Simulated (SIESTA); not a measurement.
The system is CoO.

```
Co O
1.0
     0.00000    2.13150    2.13150
     2.13150    0.00000    2.13150
     2.13150    2.13150    0.00000
Co O
1 1
Cartesian
  0.0000 0.0000 0.0000
  2.1315 2.1315 2.1315
```

Base run:

| Quantity | Value |
| --- | --- |
| Program | SIESTA 5.4.2 |
| Functional | PBE |
| Potentials or basis | PseudoDojo 0.4 standard (PBE files) |
| Basis | DZP (energy shift 0.002 Ry) |
| Grid cutoff | 800 Ry |
| Energy shift | 0.002 Ry |
| k mesh | 11 × 11 × 11 |
| Occupations | fermi-dirac, width 0.05 eV |
| Spin | collinear spin, ferromagnetic start |
| Starting moments | [2.0, 0.0] μB |

Its results: band gap on the k mesh none (metal or under the smearing width); pressure -0.8 GPa; net moment 2.98 μB per cell; site moments Co +2.62; O +0.36 μB.

Q: After a change of settings the same cell gave: band gap on the k mesh none (metal or under the smearing width); pressure -3.7 GPa; net moment 2.98 μB per cell; site moments Co +2.62; O +0.36 μB. Which change was it?
A. k mesh from 11 × 11 × 11 to 8 × 8 × 8
B. basis from DZP (energy shift 0.002 Ry) to DZP (energy shift 0.003 Ry; two zetas on semicore shells); energy shift from 0.002 Ry to 0.003 Ry
C. functional from PBE to LDA; potentials or basis from PseudoDojo 0.4 standard (PBE files) to PseudoDojo 0.4 standard (LDA files)
D. basis from DZP (energy shift 0.002 Ry) to DZ (energy shift 0.002 Ry)

A: D.

Caveats: semicore shells carry a single zeta, which can move pressures by several GPa and volumes by a few percent; the basis of atomic orbitals isn't converged, which shifts pressures, moduli and gaps; a cell with one magnetic atom can't hold antiferromagnetic order, which such compounds often take; semilocal functionals often make such compounds metallic where correlation or magnetic order opens a gap, which also shifts bond lengths; the basis has no polarisation orbitals (some runs).

Not every run made on this cell is shown here.
